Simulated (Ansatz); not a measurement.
## TiO2 under changes of volume

One of the cells (12.226 Å³/atom); the others are scaled copies at fixed shape and fractional positions:

```
CELL_PARAMETERS angstrom
6.15358 -1.88347 0.00000
6.15358 1.88347 0.00000
-1.92833 0.00000 6.32897
ATOMIC_POSITIONS crystal
Ti 0.90007 0.90007 0.28960
Ti 0.19529 0.19529 0.28376
Ti 0.09993 0.09993 0.71040
Ti 0.80471 0.80471 0.71624
O 0.36193 0.36193 0.29340
O 0.26349 0.26349 0.65250
O 0.86719 0.86719 0.99529
O 0.73651 0.73651 0.34750
O 0.94165 0.94165 0.63002
O 0.13281 0.13281 0.00471
O 0.63807 0.63807 0.70660
O 0.05835 0.05835 0.36998
```

The cell comes from a database or a generator and needn't be the stable form of this composition.

```yaml
Program: Ansatz 0.2.0
Functional: exchange-only PBE
Potentials_or_basis: Ansatz PAW
Cutoff: "420 eV (not typed: the program's choice for these potentials)"
k_mesh: 8 × 8 × 4
Occupations: fermi-dirac, width 0.05 eV
Spin: no spin polarisation
```

| volume (Å³/atom) | energy over the lowest point (meV/atom) | pressure (GPa) | gap on the mesh (eV) | largest force (eV/Å) |
| --- | --- | --- | --- | --- |
| 11.492 | 135.93 | 29.4 | 3.01 | 0.538 |
| 11.737 | 95.38 | 23.8 | 2.93 | 0.441 |
| 11.981 | ? | ? | ? | ? |
| 12.226 | 37.87 | 14.2 | 2.78 | 0.270 |
| 12.470 | 19.38 | 10.1 | 2.71 | 0.335 |
| 12.715 | 6.98 | 6.3 | 2.64 | 0.435 |
| 12.959 | 0.00 | 2.9 | 2.58 | 0.536 |

Problem. What does the run at 11.981 Å³/atom give?

Solution. Energy over the lowest point 62.95 meV/atom; pressure 18.8 GPa; gap on the mesh 2.85 eV; largest force 0.352 eV/Å.

Worked out: A Birch-Murnaghan fit of order 3 (a polynomial in V^(-2/3)) to the other rows has its minimum at 13.18 Å³/atom, just outside them, with B0 = V·E''(V) = 162 GPa and B' = 4.0 at fixed shape and positions, which overstates the stiffness. It gives 63.02 meV/atom at 11.981 Å³/atom, against the run's 62.95, and -dE/dV = 18.8 GPa, against 18.8. A straight line through the other rows of the gap, of slope -3.6 eV per unit of ln V, gives 2.86 eV, against the run's 2.85.

Energies are extrapolated to zero smearing.

Caveats: the PAW data sets come from PBE, with cores solved anew for the run's functional, which leaves a small shift of forces and pressure.

A mesh can miss the band edges.
